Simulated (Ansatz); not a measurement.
# HRh6: the cost of one run

Program: Ansatz 0.2.0. Level of theory: DFT PBE, scalar-relativistic, plane waves, PAW. These are calculated values, not measurements.

18 further runs of the same task are left out: 18 set aside as unsound or not needed.

## 1. The structure to begin with

The structure is monoclinic, space group Cm (No. 8). The conventional cell has a = 9.382 Å, b = 5.417 Å, c = 22.297 Å, α = 90.00°, β = 90.00°, γ = 90.00°. Around Rh (site symmetry 1) lie 9 Rh at 2.66 to 2.71 Å. Rh (site symmetry m) is surrounded by 9 Rh at 2.66 to 2.71 Å. Around Rh (site symmetry m) lie 12 Rh at 2.66 to 2.71 Å. Around Rh (site symmetry 1) lie 12 Rh at 2.66 to 2.71 Å. Rh (site symmetry m) is surrounded by 1 H at 2.46 Å and 9 Rh at 2.66 to 2.71 Å. Rh (site symmetry 1) has 2 H at 1.98 Å as nearest neighbours. Only part of the 11 independent sites is listed.

As a file:

```xyz
14
Lattice="5.4166 0.0000 0.0000 -2.7083 4.6909 0.0000 0.0000 0.0000 22.2966" Properties=species:S:1:pos:R:3 pbc="T T T"
Rh    1.3541    0.7818    4.0000
Rh    0.0000    3.1273    4.0000
Rh    4.0624    0.7818    4.0000
Rh    2.7083    3.1273    4.0000
Rh    0.0000    1.5636    6.1489
Rh   -1.3541    3.9091    6.1489
Rh    2.7083    1.5636    6.1489
Rh    1.3541    3.9091    6.1489
Rh    0.0000    0.0000    8.2966
Rh   -1.3541    2.3455    8.2966
Rh    2.7083    0.0000    8.2966
Rh    1.3541    2.3455    8.2966
H     0.0000    2.0205    9.7066
H     0.0000    2.6705    9.7066
```

This is the geometry of the first run shown, built on a cell relaxed beforehand with the same method.

## 2. The scan

Atoms count from 1 in the order of the input.

H2 lies flat over one site of a rigid substrate while its bond length and height are varied.

The axes are (1) distance H13-H14: 8 values from 0.650 to 2.650 Å; (2) height of the H2 axis above the plane of Rh9: 9 values from 0.45 to 3.60 Å.

Nothing else is relaxed. Points are written as (first, second).

## 3. Grid point (0.650 Å, 1.41 Å)

The cell repeats along c, and a dipole correction in the vacuum removes the field between the copies.

The input, input.yaml:

```yaml
crystal:
  lattice:
    - [5.4165863251, 0.0, 0.0]
    - [-2.7082931626, 4.6909013593, 0.0]
    - [0.0, 0.0, 22.296611923]
  atoms:
    - { symbol: Rh, position: [0.3333333333, 0.1666666667, 0.1793994538] }
    - { symbol: Rh, position: [0.3333333333, 0.6666666667, 0.1793994538] }
    - { symbol: Rh, position: [0.8333333333, 0.1666666667, 0.1793994538] }
    - { symbol: Rh, position: [0.8333333333, 0.6666666667, 0.1793994538] }
    - { symbol: Rh, position: [0.1666666667, 0.3333333333, 0.2757769167] }
    - { symbol: Rh, position: [0.1666666667, 0.8333333333, 0.2757769167] }
    - { symbol: Rh, position: [0.6666666667, 0.3333333333, 0.2757769167] }
    - { symbol: Rh, position: [0.6666666667, 0.8333333333, 0.2757769167] }
    - { symbol: Rh, position: [0.0, 0.0, 0.3721019118] }
    - { symbol: Rh, position: [0.0, 0.5, 0.3721019118] }
    - { symbol: Rh, position: [0.5, 0.0, 0.3721019118] }
    - { symbol: Rh, position: [0.5, 0.5, 0.3721019118] }
    - { symbol: H, position: [0.21535847, 0.4307169401, 0.4353402192] }
    - { symbol: H, position: [0.28464153, 0.5692830599, 0.4353402192] }
basis:
  ecutwfc: 420
kpoints:
  mp_grid: { grid: [6, 6, 1] }
hamiltonian:
  xc: pbe
  pseudopotentials: { kind: paw, azcp: { folder: soft_1 } }
scf:
  occupations: { method: gaussian, width: 0.1 }
output:
  forces: true
  eigenvalues: true
efield:
  axis: 3
  dipole_correction: true
  ramp_width: 0.04
```

Launch:

```bash
$ ansatz run input.yaml --threads 4 --pin off --max-ram 12288MiB --backend cpu --events-out ev --progress --plain --runs-dir out
```

Q: Estimate wall time and peak memory on 4 threads of Arm Neoverse N1, shared host.

About 45 s, with a peak of 1.8 GiB.
